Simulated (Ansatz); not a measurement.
Input and command of a calculation in Ansatz (plane waves; scalar-relativistic PAW potentials unless the input names others):

```yaml
crystal:
  lattice:
    - [2.5166501653, 0.0, 0.0]
    - [-1.2583250827, 2.1794829756, 0.0]
    - [0.0, 0.0, 4.2438504955]
  atoms:
    - { symbol: Cu, position: [0.3333333333, 0.6666666667, 0.25], spin: 2.0 }
    - { symbol: Cu, position: [0.6666666667, 0.3333333333, 0.75] }
basis:
  ecutwfc: 420
kpoints:
  mp_grid: { grid: [24, 24, 12] }
hamiltonian:
  xc: pbe
scf:
  occupations: { method: gaussian, width: 0.1 }
  max_iter: 75
output:
  forces: true
  eigenvalues: true
  stress: true
relax:
  adjacent_minimum: "off"
  f_tol: 0.008
  max_steps: 40
  cell: { stress_tol: 0.015, fix: [a, b, gamma] }
```

```bash
ansatz run input.yaml --threads 1 --pin off --max-ram 2560MiB --backend cpu --events-out ev --progress --plain --runs-dir out
```

Task: What is wrong with this input?

Result: The program refuses it, because of a moment without spin polarisation (crystal.atoms[0].spin: not typed → 2.0). Without that key it is accepted.

Abridged log:
```
Error: inconsistent input (magnetization.spin_polarized): false but per-atom `spin:`, `per_species`, `initial_magnetization`, `magnetic_field`, or `spin_locking` is set
```